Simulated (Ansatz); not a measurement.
Level of theory: Ansatz 0.2.0, DFT PBE, scalar-relativistic, plane waves, PAW. Settings: cutoff 420 eV, Γ-centred meshes spaced at most about 0.3 Å⁻¹, and about 0.25 Å⁻¹ or finer for metals (2π included), Gaussian smearing. No spin polarisation in the final relaxations.

All energies are static (0 K, no zero-point motion). All come from trial cells, and lower structures may exist.

**Question.** Which of these relaxed structures of Sb is the lowest in energy?
A.

```
CELL_PARAMETERS angstrom
5.11183 0.00000 0.00000
0.00000 5.11183 0.00000
0.00000 0.00000 5.11183
ATOMIC_POSITIONS crystal
Sb 0.62500 0.62500 0.62500
Sb 0.87500 0.37500 0.12500
Sb 0.12500 0.87500 0.37500
Sb 0.37500 0.12500 0.87500
```

B.

```
CELL_PARAMETERS angstrom
3.10958 0.00000 0.00000
0.00000 3.10958 0.00000
0.00000 0.00000 3.10958
ATOMIC_POSITIONS crystal
Sb 0.00000 0.00000 0.00000
```

**Answer.** B. It has the simple cubic type, space group Pm-3m (No. 221); the next, A, with space group P4_332 (No. 212), lies 181 meV/atom higher. Counting all near atoms (those within 1.25 times the shortest such distance or 1.15 times the sum of covalent radii), the lowest and the next both have Sb 6.

These runs have no spin–orbit coupling, which can matter for Sb. With atoms moved at random, Pm-3m came back. Other cells relaxed within their symmetry can be saddle points. The part of the Crystallography Open Database at hand lists Sb in space groups No. 139, 166, 194, 221, 225 and others; sharing a group (Pm-3m) doesn't make a cell the listed structure. Some structure types and database cells were kept out of the candidates from the start, so a known form may be missing.
